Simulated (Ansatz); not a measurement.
**BP under changes of volume**

One of the cells (11.682 Å³/atom); the others are scaled copies at fixed shape and fractional positions:

```
CELL_PARAMETERS angstrom
0.00000 2.26900 2.26900
2.26900 0.00000 2.26900
2.26900 2.26900 0.00000
ATOMIC_POSITIONS crystal
P 0.75000 0.75000 0.75000
B 0.00000 0.00000 0.00000
```

- Program: Ansatz 0.2.0
- Functional: PBE
- Potentials or basis: Ansatz NC
- Cutoff: 1116 eV (not typed: the program's choice for these potentials)
- k mesh: 10 × 10 × 10
- Occupations: fermi-dirac, width 0.05 eV
- Spin: no spin polarisation

```tsv
volume (Å³/atom)	energy over the lowest point (meV/atom)	pressure (GPa)	gap on the mesh (eV)
10.981	28.86	12.6	1.16
11.214	13.57	8.4	1.19
11.448	4.13	4.6	1.22
11.682	0.00	1.1	1.25
11.915	0.70	-2.0	1.27
12.149	?	?	?
12.383	14.86	-7.5	1.32
```

Question: What does the run at 12.149 Å³/atom give?

Answer: Energy over the lowest point 5.79 meV/atom; pressure -4.9 GPa; gap on the mesh 1.30 eV.

Worked out: A Birch-Murnaghan fit of order 3 (a polynomial in V^(-2/3)) to the other rows has its minimum at 11.76 Å³/atom with B0 = V·E''(V) = 161 GPa and B' = 3.9. It gives 5.79 meV/atom at 12.149 Å³/atom, against the run's 5.79, and -dE/dV = -4.9 GPa, against -4.9. A straight line through the other rows of the gap, of slope 1.33 eV per unit of ln V, gives 1.30 eV, against the run's 1.30.

Energies are extrapolated to zero smearing.

A mesh can miss the band edges.
